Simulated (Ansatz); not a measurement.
# SnO2: the cost of one run

Program: Ansatz 0.2.0. Level of theory: DFT r2SCAN, scalar-relativistic, plane waves, PAW. These are calculated values, not measurements.

2 further runs of the same task are left out: 2 set aside as unsound or not needed. Runs told in other sessions of the task aren't counted.

## 1. The system as given

It takes space group P4_2/mnm (No. 136, tetragonal). Conventional cell: a = 4.760 Å, b = 4.760 Å, c = 3.201 Å, α = 90.00°, β = 90.00°, γ = 90.00°. Around Sn (site symmetry mmm) lie 6 O at 2.06 to 2.07 Å. O (site symmetry m2m) is surrounded by 3 Sn at 2.06 to 2.07 Å.

Structure file:

```cif
data_structure
_symmetry_space_group_name_H-M 'P 1'
_symmetry_Int_Tables_number 1
_cell_length_a 4.7598
_cell_length_b 4.7601
_cell_length_c 3.2007
_cell_angle_alpha 90.000
_cell_angle_beta 90.000
_cell_angle_gamma 90.000
_cell_volume 72.52
loop_
_atom_site_label
_atom_site_type_symbol
_atom_site_fract_x
_atom_site_fract_y
_atom_site_fract_z
_atom_site_occupancy
Sn1 Sn 0.50000 0.50000 0.50000 1
Sn2 Sn 0.00000 0.00000 0.00000 1
O1 O 0.30586 0.30596 0.00000 1
O2 O 0.80586 0.19404 0.50000 1
O3 O 0.19414 0.80596 0.50000 1
O4 O 0.69414 0.69404 0.00000 1
```

It goes back to an entry of the Materials Project, which need not be the stable form.

It is the result of an earlier relaxation at this level (volume 12.09 Å³/atom; gap on the mesh: 1.77 eV).

## 2. The reference cell

Reference values: F = -14352.4280 eV; pressure 0.00 GPa; largest force 0.000 eV/Å; gap on the mesh 1.77 eV. It was computed beforehand with the settings of the runs below.

## 3. The scan: an energy map of one atom

Atom 3 (O) is moved by p along (0.707, 0.707, 0.000) and q along (0.000, 0.000, 1.000) (Å), all else fixed; its images in the other cells move with it. Points alike by symmetry are run once.

## 4. At p = -0.300, q = -0.300

The input, input.yaml:

```yaml
crystal:
  lattice:
    - [4.7598181121, 0.0, 0.0]
    - [0.0, 4.7600576133, 0.0]
    - [0.0, 0.0, 3.2007107582]
  atoms:
    - { symbol: Sn, position: [0.5, 0.5, 0.5] }
    - { symbol: Sn, position: [0.0, 0.0, 0.0] }
    - { symbol: O, position: [0.2612951007, 0.2613932123, -0.0937291816] }
    - { symbol: O, position: [0.8058623571, 0.1940417737, 0.5] }
    - { symbol: O, position: [0.1941376429, 0.8059582263, 0.5] }
    - { symbol: O, position: [0.6941376429, 0.6940417737, 0.0] }
basis:
  ecutwfc: 500
kpoints:
  mp_grid: { grid: [6, 6, 8] }
hamiltonian:
  xc: r2scan
scf:
  occupations: { method: gaussian, width: 0.05 }
output:
  forces: true
  stress: true
  eigenvalues: true
  write_density: true
  write_potential: true
  elf: true
  volumetric_format: npy
```

Command:

```
$ ansatz run input.yaml --threads 2 --pin off --max-ram 5120MiB --backend cpu --events-out ev --progress --plain --runs-dir out
```

What time and memory should one allow on 2 threads of Intel Xeon at 2.50GHz (Skylake/Cascade Lake), shared host?

About 72 s, with a peak of 0.69 GiB.
